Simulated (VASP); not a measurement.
# InSb (F-43m) in VASP: settings compared

The runs below take InSb through relaxation of cell and atoms, with LDA, PBEsol.

Everything below comes from runs of VASP 6.6.1. Logs are shortened: lines on timing, memory, paths and dates and some standing lists are left out, and cuts for length are marked.

## (1) The crystal as given

Symmetry: F-43m, No. 216, cubic system. The conventional cell has a = 6.478 Å, b = 6.478 Å, c = 6.478 Å, α = 90.00°, β = 90.00°, γ = 90.00°. In (site symmetry -43m) is surrounded by 4 Sb at 2.81 Å. Sb (site symmetry -43m) has 4 In at 2.81 Å as nearest neighbours.

## (2) Relaxation of cell and atoms, LDA

Input file INCAR:

```
PREC     = Accurate       # precision mode
ENCUT    = 600            # plane-wave cutoff, eV
EDIFF    = 1E-6           # SCF threshold, eV
ISMEAR   = 0              # smearing method
SIGMA    = 0.03           # smearing width, eV
LREAL    = False          # projectors in reciprocal space
LASPH    = True           # aspherical terms in the spheres
NELM     = 80             # most SCF steps
ALGO     = Normal         # electronic algorithm
ISIF     = 3              # what is computed and relaxed
LWAVE    = False          # write WAVECAR
LCHARG   = False          # write CHGCAR
GGA      = CA             # functional
IBRION   = 2              # ionic algorithm
NSW      = 90             # ionic steps
EDIFFG   = -0.01          # ionic threshold
```

Input file KPOINTS:

```
Automatic mesh
0
Gamma
  10 10 10
```

Input file POSCAR:

```
InSb
1.0
    0.0000000000      3.2391000000      3.2391000000
    3.2391000000      0.0000000000      3.2391000000
    3.2391000000      3.2391000000      0.0000000000
In Sb
1 1
Direct
    0.0000000000      0.0000000000      0.0000000000
    0.2500000000      0.2500000000      0.2500000000
```

Potentials or basis: VASP PAW LDA potentials, release 64 (In_d, Sb).

Started as:

```console
$ cat potpaw_LDA.64/In_d/POTCAR potpaw_LDA.64/Sb/POTCAR > POTCAR
$ mpirun -np 1 vasp_std > vasp.out
```

OUTCAR:

```text
PREC = Accurate
   ENCUT = 600
   EDIFF = 1E-6
   ISMEAR = 0
   LREAL = False
   LASPH = True
   NELM = 80
   ISIF = 3
   GGA = CA
   IBRION = 2
   NSW = 90
   EDIFFG = -0.01

 ion  position               nearest neighbor table
   1  0.000  0.000  0.000-   2 2.81   2 2.81   2 2.81   2 2.81
   2  0.250  0.250  0.250-   1 2.81   1 2.81   1 2.81   1 2.81

  LATTYP: Found a face centered cubic cell.
 ALAT       =     6.4782000000

  Lattice vectors:

 A1 = (   0.0000000000,   3.2391000000,   3.2391000000)
 A2 = (   3.2391000000,   0.0000000000,   3.2391000000)
 A3 = (   3.2391000000,   3.2391000000,   0.0000000000)

Analysis of symmetry for initial positions (statically):
=====================================================================
 Subroutine PRICEL returns:
 Original cell was already a primitive cell.

 Routine SETGRP: Setting up the symmetry group for a
 face centered cubic supercell.

 Subroutine GETGRP returns: Found 24 space group operations
 (whereof 24 operations were pure point group operations)
 out of a pool of 48 trial point group operations.

The static configuration has the point symmetry T_d .

Analysis of symmetry for dynamics (positions and initial velocities):
=====================================================================
 Subroutine PRICEL returns:
 Original cell was already a primitive cell.

 Routine SETGRP: Setting up the symmetry group for a
 face centered cubic supercell.

 Subroutine GETGRP returns: Found 24 space group operations
 (whereof 24 operations were pure point group operations)
 out of a pool of 48 trial point group operations.

The dynamic configuration has the point symmetry T_d .

 Subroutine INISYM returns: Found 24 space group operations
 (whereof 24 operations are pure point group operations),
 and found     1 'primitive' translations

----------------------------------------------------------------------------------------

                                     Primitive cell

  volume of cell :      67.9678

  direct lattice vectors                    reciprocal lattice vectors
     0.000000000  3.239100000  3.239100000    -0.154363867  0.154363867  0.154363867
     3.239100000  0.000000000  3.239100000     0.154363867 -0.154363867  0.154363867
     3.239100000  3.239100000  0.000000000     0.154363867  0.154363867 -0.154363867

  length of vectors
     4.580779150  4.580779150  4.580779150     0.267366060  0.267366060  0.267366060

  position of ions in fractional coordinates (direct lattice)
     0.000000000  0.000000000  0.000000000
     0.250000000  0.250000000  0.250000000

  ion indices of the primitive-cell ions
   primitive index   ion index
                 1           1
                 2           2

----------------------------------------------------------------------------------------

 KPOINTS: Automatic mesh

Automatic generation of k-mesh.
 Grid dimensions read from file:
 generate k-points for:   10   10   10

 Generating k-lattice:

  Cartesian coordinates                     Fractional coordinates (reciprocal lattice)
    -0.015436387  0.015436387  0.015436387     0.100000000  0.000000000  0.000000000
     0.015436387 -0.015436387  0.015436387     0.000000000  0.100000000  0.000000000
     0.015436387  0.015436387 -0.015436387     0.000000000  0.000000000  0.100000000

  Length of vectors
     0.026736606  0.026736606  0.026736606

  Shift w.r.t. Gamma in fractional coordinates (k-lattice)
     0.000000000  0.000000000  0.000000000

 Subroutine IBZKPT returns following result:
 ===========================================

 Found     47 irreducible k-points:

 Following reciprocal coordinates:
            Coordinates               Weight
  0.000000  0.000000  0.000000      1.000000
  0.100000  0.000000  0.000000      8.000000
  0.200000  0.000000  0.000000      8.000000
  0.300000  0.000000  0.000000      8.000000
  0.400000  0.000000  0.000000      8.000000
  0.500000  0.000000  0.000000      4.000000
[... 16 lines left out ...]
  0.300000  0.300000  0.000000      6.000000
  0.400000  0.300000  0.000000     24.000000
 [... further k-points ...]
   k-points           NKPTS =     47   k-points in BZ     NKDIM =     47   number of bands    NBANDS=     13
   number of dos      NEDOS =    301   number of ions     NIONS =      2
   total plane-waves  NPLWV =  64000
   dimension x,y,z NGX =    40 NGY =   40 NGZ =   40
   dimension x,y,z NGXF=    80 NGYF=   80 NGZF=   80
   ions per type =               1   1
   NGX,Y,Z   is equivalent  to a cutoff of  14.52, 14.52, 14.52 a.u.
   NGXF,Y,Z  is equivalent  to a cutoff of  29.03, 29.03, 29.03 a.u.
 SYSTEM =  unknown system
   PREC   = accura    normal or accurate (medium, high low for compatibility)
   ISTART =      0    job   : 0-new  1-cont  2-samecut
   ICHARG =      2    charge: 1-file 2-atom 10-const
   ISPIN  =      1    spin polarized calculation?
   LNONCOLLINEAR =      F non collinear calculations
   LSORBIT =      F    spin-orbit coupling
   LASPH  =      T    aspherical Exc in radial PAW
   ENCUT  =  600.0 eV  44.10 Ry    6.64 a.u.   9.15  9.15  9.15*2*pi/ulx,y,z
   NELM   =     80;   NELMIN=  2; NELMDL= -5     # of ELM steps
   EDIFF  = 0.1E-05   stopping-criterion for ELM
   LREAL  =      F    real-space projection
   EDIFFG = -.1E-01   stopping-criterion for IOM
   NSW    =     90    number of steps for IOM
   IBRION =      2    ionic relax: 0-MD 1-quasi-New 2-CG
   NFREE  =      1    steps in history (QN), initial steepest desc. (CG)
   ISIF   =      3    stress and relaxation
   ISYM   =      2    0-nonsym 1-usesym 2-fastsym
   POTIM  = 0.5000    time-step for ionic-motion
   TEBEG  =    0.0;   TEEND  =   0.0 temperature during run
   PSTRESS=    0.0 pullay stress
   NELECT =      18.0000    total number of electrons
   NUPDOWN=      -1.0000    fix difference up-down
   EMIN   =  10.00;   EMAX   =-10.00  energy-range for DOS
   EFERMI =   0.00;   METHOD = LEGACY
   ISMEAR =     0;   SIGMA  =   0.03  broadening in eV -4-tet -1-fermi 0-gaus
   EFERMI_NEDOS =   21; number of points for ismear=-14 and -15
   IALGO  =     38    algorithm
   IMIX   =      4    mixing-type and parameters
     AMIX     =   0.40;   BMIX     =  1.00
     AMIX_MAG =   1.60;   BMIX_MAG =  1.00
  volume/ion in A,a.u.               =      33.98       229.33
  Fermi-wavevector in a.u.,A,eV,Ry     =   1.051311  1.986690 15.037912  1.105255
  Thomas-Fermi vector in A             =   2.186349
   LORBIT       =      0    0 simple, 1 ext, 2 COOP (PROOUT), +10 PAW based schemes
   GGA     = CA    functional components
   LHFCALC =     F    Hartree Fock is set to
   AEXX    =    0.0000 exact exchange contribution
   IVDW    =     0    specifies the selected vdW correction
   LEPSILON=     F    determine dielectric tensor
   LRPA    =     F    only Hartree local field effects (RPA)
 conjugate gradient relaxation of ions
 non-spin polarized calculation
 Gauss-broadening in eV      SIGMA  =   0.03
  energy-cutoff  :      600.00
  volume of cell :       67.97
 maximum number of plane-waves:      2288
 NGX is ok and might be reduce to    40
   NGX = 19   NGY = 19   NGZ = 19

--------------------------------------- Ionic step        1  -------------------------------------------

 number of electron      18.0000001 magnetization

 Free energy of the ion-electron system (eV)
  ---------------------------------------------------
  ext. energy  EPLUGINS =         0.00000000
  ---------------------------------------------------
  free energy    TOTEN  =        -8.21454968 eV

  energy without entropy =       -8.21450341  energy(sigma->0) =       -8.21452655

------------------------ aborting loop because EDIFF is reached ----------------------------------------

  FORCE on cell =-STRESS in cart. coord.  units (eV):
  Direction    XX          YY          ZZ          XY          YZ          ZX
  --------------------------------------------------------------------------------------
  -------------------------------------------------------------------------------------
  Total       -0.2111386     -0.2111386     -0.2111386      0.0000000      0.0000000      0.0000000
  in kB       -4.9770864     -4.9770864     -4.9770864      0.0000000      0.0000000      0.0000000
  external PRESSURE =      -4.9770864 kB  Pullay stress =       0.0000000 kB
[... 57 lines left out ...]
  energy  without entropy=       -8.2154322710  energy(sigma->0) =       -8.21545541

--------------------------------------- Ionic step        3  -------------------------------------------

 number of electron      18.0000001 magnetization

 Free energy of the ion-electron system (eV)
  ---------------------------------------------------
  ext. energy  EPLUGINS =         0.00000000
  ---------------------------------------------------
  free energy    TOTEN  =        -8.21568064 eV

  energy without entropy =       -8.21563436  energy(sigma->0) =       -8.21565750

 E-fermi :   5.0182     XC(G=0):  -9.0392

 val. band max:        5.0091027847   @ k =   0.0000   0.0000   0.0000
 cond. band min:       5.4492722372   @ k =   0.5000   0.0000   0.0000
 fundamental gap:      0.4401694525
 Fermi energy:         5.0182398379

 k-point     1 :       0.0000    0.0000    0.0000
  band No.  band energies     occupation
      1      -9.5737      2.00000
      2      -9.5737      2.00000
      3      -9.5737      2.00000
      4      -9.4832      2.00000
      5      -9.4832      2.00000
      6      -5.8351      2.00000
      7       4.7065      2.00000
      8       5.0091      1.33333
      9       5.0091      1.33333
     10       5.0091      1.33333
     11       7.9172      0.00000
     12       7.9172      0.00000
     13       7.9172      0.00000
[... 353 lines left out ...]
 k-point    24 :       0.4000    0.3000    0.0000
  band No.  band energies     occupation
      1      -9.6427      2.00000
      2      -9.5386      2.00000
      3      -9.5376      2.00000
      4      -9.4980      2.00000
      5      -9.4764      2.00000
      6      -4.4399      2.00000
      7      -0.0570      2.00000
      8       2.7980      2.00000
      9       3.0614      2.00000
     10       6.4353      0.00000
     11       7.2229      0.00000
     12      10.8081      0.00000
     13      11.3559      0.00000

 [... further k-points ...]
[... 5 lines left out ...]
  --------------------------------------------------------------------------------------
  -------------------------------------------------------------------------------------
  Total        0.0027330      0.0027330      0.0027330      0.0000000      0.0000000     -0.0000000
  in kB        0.0651219      0.0651219      0.0651219      0.0000000      0.0000000     -0.0000000
  external PRESSURE =       0.0651219 kB  Pullay stress =       0.0000000 kB
[... 17 lines left out ...]
  FREE ENERGIE OF THE ION-ELECTRON SYSTEM (eV)
  ---------------------------------------------------
  free  energy   TOTEN  =        -8.2156806402 eV

  energy  without entropy=       -8.2156343615  energy(sigma->0) =       -8.21565750

 reached required accuracy - stopping structural energy minimisation
```

It took 69 s on 1 thread of Intel Xeon Platinum 8488C (Sapphire Rapids), shared host; peak memory 0.23 GiB.

Results:

```
Free energy                            : -8.2157 eV
Relaxed volume                         : 33.62 Å³/atom
Relaxed cell                           : a = 4.564 Å, b = 4.564 Å, c = 4.564 Å, α = 60.00°, β = 60.00°, γ = 60.00°
Space group after relaxing (to 0.05 Å) : F-43m (No. 216)
Energy gained by relaxing              : 0.6 meV/atom
Ionic steps                            : 3
Pressure after relaxing                : 0.0 GPa
Band gap on the k mesh                 : none (metal or under the smearing width)
```

The path:
```csv
step,energy change (eV),largest force (eV/Å),pressure (GPa),volume (Å³)
1,0.0000,0.0000,-0.50,67.97
2,-0.0009,0.0000,0.19,66.93
3,-0.0011,0.0000,0.01,67.24
```

Final structure:
```xyz
2
Lattice="0.0000 3.2275 3.2275 3.2275 0.0000 3.2275 3.2275 3.2275 0.0000" Properties=species:S:1:pos:R:3 pbc="T T T"
In    0.0000    0.0000    0.0000
Sb    1.6137    1.6137    1.6137
```

Caveat: this crystal is a semiconductor, whose small gap the functional closes, so the metal is an error of the method.

(Part 1 of 3 ends here.)
